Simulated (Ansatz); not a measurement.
## Sensitivity of the gradients in ZnS to the input

Cell: an entry of the Crystallography Open Database (COD), atoms as given.

```yaml
crystal:
  lattice:
    - [3.82270, 0.00000, 0.00000]
    - [-1.91135, 3.31056, 0.00000]
    - [0.00000, 0.00000, 6.26070]
  atoms:
    - { symbol: Zn, position: [0.33333, 0.66667, 0.00000] }
    - { symbol: Zn, position: [0.66667, 0.33333, 0.50000] }
    - { symbol: S, position: [0.33333, 0.66667, 0.37480] }
    - { symbol: S, position: [0.66667, 0.33333, 0.87480] }
```

Atom numbers follow the list; atoms alike are taken as one site, whose name carries the number of the first.

Reference run. Computed with Ansatz: DFT, PBE, plane waves and PAW, scalar-relativistic, 420 eV cutoff, Γ-centred 13×13×7 k-points, Fermi–Dirac smearing 0.02 eV.

(1) The input is changed as follows: `scf.n_extra_bands`: not typed → 16; `basis.ecutwfc`: not typed → 200 eV. What happens to V_zz (10²¹ V/m²) and η?

## Answers

(1) 

| site | atom | V_zz reference | η reference | V_zz changed | η changed |
| --- | --- | --- | --- | --- | --- |
| Zn | 1 | 0.051 | 0.00 | -0.10 | 0.00 |
| S | 3 | 0.22 | 0.00 | 0.16 | 0.00 |

The largest change of V_zz is on Zn, from 0.051 to -0.10. V_zz changes sign on Zn (same axis). SCF iterations: 6 and 8. New warnings: cutoff below recommended. In the changed run the cutoff of 200 eV lies below the one recommended for these PAW files, so its values aren't converged ones.
